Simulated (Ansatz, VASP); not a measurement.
## Pb: VASP beside Ansatz

Contents of INCAR:

```
SYSTEM = Pb
  PREC = Accurate
  ENCUT = 520
  EDIFF = 1E-6
  ISMEAR = -5
  SIGMA = 0.05
  LREAL = .False.
  LASPH = .True.
  NELM = 80
  ALGO = Fast
  ISIF = 2
  LWAVE = .False.
  LCHARG = .False.
  GGA = B5
  ALDAX = 1.0
  AGGAX = 1.0
  AGGAC = 1.0
  ALDAC = 0.0
  IVDW = 13
  VDW_S6 = 1.0
  VDW_S8 = 2.34076671
  VDW_A1 = 0.44488865
  VDW_A2 = 4.0933009
  NBANDS = 13
```

File KPOINTS:

```
regular mesh
0
Gamma
  9 9 9
  0 0 0
```

POSCAR

```
Pb
1.0
    0.0000000000      2.4750200000      2.4750200000
    2.4750200000      0.0000000000      2.4750200000
    2.4750200000      2.4750200000      0.0000000000
Pb
1
Direct
    0.0000000000      0.0000000000      0.0000000000
```

Contents of input.yaml:

```yaml
crystal:
  lattice:
    - [0.0, 2.47502, 2.47502]
    - [2.47502, 0.0, 2.47502]
    - [2.47502, 2.47502, 0.0]
  atoms:
    - { symbol: Pb, position: [0.0, 0.0, 0.0] }
kpoints:
  mp_grid: { grid: [9, 9, 9] }
scf:
  occupations: { method: tetrahedron }
hamiltonian:
  xc: blyp
  dispersion: d4
  pseudopotentials: { kind: all_electron, lapw: { basis_error: 0.001 } }
output:
  forces: true
  stress: true
  eigenvalues: true
  dos: { projected: false, de: 0.1, e_range: [-20, 8] }
```

Alike in both runs: functional BLYP; dispersion D4; k mesh 9 × 9 × 9; occupations tetrahedron; no spin polarisation.

```csv
,VASP,Ansatz
version,VASP 6.6.1,Ansatz 0.2.0
potentials or method,"VASP PAW PBE potentials, release 64 (Pb_d)","all-electron LAPW, scalar-relativistic"
plane-wave cutoff (eV),520,see its input
task,single point,density of states
```

|  | VASP | Ansatz | Ansatz less VASP |
| --- | --- | --- | --- |
| gap on the k mesh at the Fermi level (eV) | none | none | - |
| pressure (GPa) | 2.2 | 2.1 | -0.12 |
| dispersion energy (meV/atom) | -790.6 | -790.8 | -0.21 |

A gap of «none» marks a metal or a gap that the smearing closes. Ansatz ran all-electron here, so the differences hold the error of VASP's frozen core and of both bases.

Caveats: pairwise dispersion overbinds metals, which lowers pressure and volume; the PAW data sets were made with another functional, which shifts forces and pressure a little (VASP); tetrahedron occupations give inexact forces and stress in metals (VASP); the program warned that the printed levels may be off, so bands, gaps and densities of states are rough (Ansatz); the density of states is complete only up to the lowest level of the last band computed (Ansatz); with tetrahedron occupations forces and stress needn't match the slope of the energy (Ansatz). Spin-orbit coupling is left out, which matters for the levels of Pb.
